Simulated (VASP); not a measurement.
Ag2O, 6 atoms in the cell. The structure is cubic, space group Pn-3m (No. 224). The conventional cell has a = 4.809 Å, b = 4.809 Å, c = 4.809 Å, α = 90.00°, β = 90.00°, γ = 90.00°. Around Ag (site symmetry -3m) lie 2 O at 2.08 Å. Around O (site symmetry -43m) lie 4 Ag at 2.08 Å. 

```yaml
Program: VASP 6.6.1
Task: relaxation of cell and atoms
Functional: PBE
Potentials_or_basis: VASP PAW PBE potentials, release 64 (Ag, O)
Cutoff: 600 eV
k_mesh: 8 × 8 × 8
Occupations: methfessel-paxton, width 0.1 eV
Spin: no spin polarisation
Further_INCAR_settings: ALGO = Normal; EDIFF = 1e-07; IBRION = 2; EDIFFG = -0.005; NSW = 90; ISIF = 3
```

Potentials or basis: VASP PAW PBE potentials, release 64 (Ag, O).

Run with:

```sh
$ cat potpaw_PBE.64/Ag/POTCAR potpaw_PBE.64/O/POTCAR > POTCAR
$ mpirun -np 2 vasp_std > vasp.out
```

Hardware: 2 MPI ranks on Intel(R) Xeon(R) Platinum 8559C (Emerald Rapids), with other jobs on the host.

Q: Estimate the wall time of this run.

A: It took 63 s on 2 MPI ranks on Intel(R) Xeon(R) Platinum 8559C (Emerald Rapids) (shared host), peak memory 0.3 GiB a rank. Counts: scf iterations 17, k points 35, ion steps 1.
